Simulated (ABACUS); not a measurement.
This ABACUS 3.10.1 run on Zn needs a look.

File INPUT:

```
INPUT_PARAMETERS
suffix              Zn
calculation         scf
basis_type          pw
pseudo_dir          ./
symmetry            1
dft_functional      pbe
ecutwfc             12
pseudo_rcut         7
nspin               1
nbands              14
ks_solver           dav
smearing_method     fd
smearing_sigma      0.00367493
scf_thr             1e-08
scf_nmax            80
mixing_type         broyden
mixing_beta         0.7
cal_force           1
cal_stress          1
```

Contents of STRU:

```
ATOMIC_SPECIES
Zn 65.3800 Zn.upf

LATTICE_CONSTANT
1.8897261246

LATTICE_VECTORS
-0.0589432800 1.9058327200 1.9647760000
1.9058327200 -0.0589432800 1.9647760000
1.8468894400 1.8468894400 0.0000000000

ATOMIC_POSITIONS
Direct

Zn
0.0
1
0.0000000000 0.0000000000 0.0000000000 1 1 1
```

Contents of KPT:

```
K_POINTS
0
Gamma
8 8 8 0 0 0
```

Potentials or basis: PseudoDojo NC SR 0.4.1 PBE standard, plane waves.

The run is started by

```bash
$ OMP_NUM_THREADS=4 abacus > log
```

running log:

```text
ABACUS v3.10.1

               Atomic-orbital Based Ab-initio Computation at UStc

 ------------------------------------------------------------------------------------

 READING GENERAL INFORMATION
                           global_out_dir = OUT.Zn/
                           global_in_card = INPUT
                               pseudo_dir = ./
                              orbital_dir =
                                    DSIZE = 1
                                    GSIZE = 1

 READING UNITCELL INFORMATION
                                    ntype = 1
                  lattice constant (Bohr) = 1.88973
[... 324 lines left out ...]
 E_entropy(-TS) -0.0000475829        -0.0006473987
 E_descf        0.0000000000         0.0000000000
 E_exx          0.0000000000         0.0000000000
 E_Fermi        1.7370596544         23.6339090657
----------------------------------------------------------

 charge density convergence is achieved
 final etot is -4615.967817 eV
 EFERMI = 23.633909066 eV

[... 97 lines left out ...]
[... levels at 89 further k points ...]

------------------------------------------------------------------------------------------
 TOTAL-FORCE (eV/Angstrom)
------------------------------------------------------------------------------------------
                       Zn1         0.0000000000         0.0000000000         0.0000000000
------------------------------------------------------------------------------------------

----------------------------------------------------------------
 TOTAL-STRESS (KBAR)
----------------------------------------------------------------
    -93982.9816102796       256.9503169798         0.0000000000
       256.9503169798    -93982.9816102796        -0.0000000000
         0.0000000000        -0.0000000000    -94047.0605113639
----------------------------------------------------------------
 TOTAL-PRESSURE: -94004.341244 KBAR

 --------------------------------------------
 !FINAL_ETOT_IS -4615.9678170085735474 eV
 --------------------------------------------
```

On the terminal:

```text
ABACUS v3.10.1

[... 41 lines left out ...]
----------------------------------------------------------------
 TOTAL-PRESSURE: -94004.341244 KBAR
```

Problem. Diagnose the run.

Solution. The run converged. The input holds a flaw that was put in on purpose: cutoff far too low (ecutwfc = 12). The program doesn't stop on it, so the numbers can't be trusted though the run ends normally.
